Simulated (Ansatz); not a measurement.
**Si (Fd-3m), random displacements**

The calculation used DFT r2SCAN, scalar-relativistic, plane waves, PAW (Ansatz 0.2.0). Cutoff 500 eV, Γ-centred 6×6×6 k-points, Gaussian smearing of 0.05 eV. No spin polarisation. Energies are free energies at this smearing, counted from the undisturbed cell; pressure is positive in compression.

The undisturbed cell (as given, not relaxed at this level):

```xyz
8
Lattice="5.4309 0.0000 0.0000 0.0000 -5.4309 0.0000 0.0000 0.0000 -5.4309" Properties=species:S:1:pos:R:3 pbc="T T T"
Si    2.7155    0.0000    0.0000
Si    0.0000   -2.7155    0.0000
Si    0.0000    0.0000   -2.7155
Si    2.7155   -2.7155   -2.7155
Si    4.0732   -4.0732   -4.0732
Si    1.3577   -1.3577   -4.0732
Si    1.3577   -4.0732   -1.3577
Si    4.0732   -1.3577   -1.3577
```

The atoms are displaced (Å, in the unstrained cell):

```csv
atom,ux,uy,uz
Si1,-0.014,-0.518,0.046
Si2,0.201,0.196,0.375
Si3,0.040,-0.202,-0.100
Si4,0.026,0.245,0.091
Si5,-0.198,-0.002,-0.078
Si6,0.084,0.302,-0.274
Si7,0.063,-0.213,0.058
Si8,-0.201,0.192,-0.119
```

Strain (Voigt, engineering shear): (0.0098, 0.0085, -0.0079, 0.0092, 0.0123, -0.0123).

What are the energy change, the stress and the forces?

ΔE = 1264.5 meV/atom; stress (xx, yy, zz, yz, xz, xy; compression positive) (22.83, 2.38, 16.41, 0.81, -18.52, 12.79) GPa.
```
atom Fx (eV/Å) Fy Fz
 Si1      12.88  10.56  -9.14
 Si2      -3.67  -5.05  -3.62
 Si3      -0.67   3.11   0.67
 Si4      -2.54  -4.31  -2.36
 Si5       1.40   0.60   1.01
 Si6     -12.45  -5.33  14.22
 Si7      -0.51   1.70   0.14
 Si8       5.56  -1.29  -0.93
```

Cost: 1 run of about 1.8 core-minutes, on Arm Neoverse V1 (shared hosts).